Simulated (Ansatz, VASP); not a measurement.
**Two plane-wave programs on Sb**

File POSCAR:

```
Sb
1.0
    3.0020000000      0.0000000000      0.0000000000
    0.0000000000      3.0020000000      0.0000000000
    0.0000000000      0.0000000000      3.3180000000
Sb
1
Direct
    0.0000000000      0.0000000000      0.0000000000
```

The input INCAR.step1:

```
PREC = Accurate
ENCUT = 520
ISMEAR = 0
SIGMA = 0.15
LREAL = False
LASPH = True
NELM = 80
NBANDS = 8
GGA = PE
ALGO = Normal
EDIFF = 1E-4
LWAVE = True
LCHARG = False
```

File INCAR.step2:

```
PREC = Accurate
ENCUT = 520
EDIFF = 1E-7
ISMEAR = 0
SIGMA = 0.15
LREAL = False
LASPH = True
NELM = 80
ALGO = Normal
ISIF = 2
LWAVE = False
LCHARG = False
METAGGA = R2SCAN
LMIXTAU = True
NBANDS = 8
ISTART = 1
```

Contents of KPOINTS:

```
Automatic mesh
0
Gamma
  16 16 16
```

Input for Ansatz:

```yaml
crystal:
  lattice:
    - [3.002, 0.0, 0.0]
    - [0.0, 3.002, 0.0]
    - [0.0, 0.0, 3.318]
  atoms:
    - { symbol: Sb, position: [0.0, 0.0, 0.0] }
basis:
  ecutwfc: 500
kpoints:
  mp_grid: { grid: [16, 16, 16] }
hamiltonian:
  xc: r2scan
scf:
  occupations: { method: gaussian, width: 0.15 }
output:
  forces: true
  stress: true
  eigenvalues: true
```

Change from the starting cell: strain -0.050 along x and y, +0.050 along z, atoms carried along.

Alike in both runs: task single point; functional r2SCAN; k mesh 16 × 16 × 16; occupations gaussian, width 0.15 eV; no spin polarisation.

|  | VASP | Ansatz |
| --- | --- | --- |
| version | VASP 6.6.1 | Ansatz 0.2.0 |
| potentials or method | VASP PAW PBE potentials, release 64 (Sb) | scalar-relativistic, plane waves, PAW |
| plane-wave cutoff (eV) | 520 | 500 |
| valence electrons in the cell | 5 | 15 |

Ansatz gave:

* gap on the k mesh at the Fermi level (eV): none
* pressure (GPa): 0.2
* largest component of the traceless stress (GPa): 6.71

Q: Which values does VASP return?

A: gap on the k mesh at the Fermi level (eV): none; pressure (GPa): 0.3; largest component of the traceless stress (GPa): 6.75.

A gap of «none» marks a metal or a gap that the smearing closes. The two sets of potentials don't hold the same shells in valence.

Caveats: the PAW data sets were made with another functional, which shifts forces and pressure a little (VASP). The runs have no spin-orbit coupling, so splittings on Sb are missing.
